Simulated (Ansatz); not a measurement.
Runs of Ansatz 0.2.0 on SiO2. Symmetry: Imma, No. 74, orthorhombic system. The conventional cell has a = 5.247 Å, b = 9.554 Å, c = 8.883 Å, α = 90.00°, β = 90.00°, γ = 90.00°. Si (site symmetry m) has 4 O at 1.60 to 1.61 Å as nearest neighbours. O (site symmetry 2/m) is surrounded by 2 Si at 1.60 Å. O (site symmetry 2) has 2 Si at 1.61 Å as nearest neighbours. Around O (site symmetry mm2) lie 2 Si at 1.61 Å. The cell comes from a database or a generator and needn't be the stable form of this composition.

```tsv
task	level	cell	k mesh	cutoff (eV)	gap on the mesh (eV)	pressure (GPa)	relaxed volume (Å³/atom)	largest force (eV/Å)
relaxation of cell and atoms	LDA	relaxed	6 × 6 × 6	420	(c)	0.0	18.32	-
relaxation of cell and atoms	r2SCAN	relaxed	6 × 6 × 6	500	6.18	0.0	18.55	-
single point	PBE	as given	4 × 4 × 4	420	5.49	(b)	-	0.30
single point	PBE	as given	6 × 6 × 6	300	(a)	3.3	-	0.30
```

Alike in all rows: potentials or basis Ansatz PAW; no spin polarisation; smearing fermi-dirac 0.05 eV.

**Question.** Fill in the values left out.

**Answer.** (a) 5.46; (b) 3.4; (c) 5.43.

Caveats: the plane-wave basis is chosen anew once the cell has moved, so the energies of steps on either side of that aren't comparable (some runs); the PAW data sets come from PBE, with cores solved anew for the run's functional, which leaves a small shift of forces and pressure (some runs); the pressure holds a Pulay correction of +15.8 GPa for the finite cutoff (some runs); the cutoff lies under the one recommended for these potentials (some runs).

A k mesh can miss the band edges.
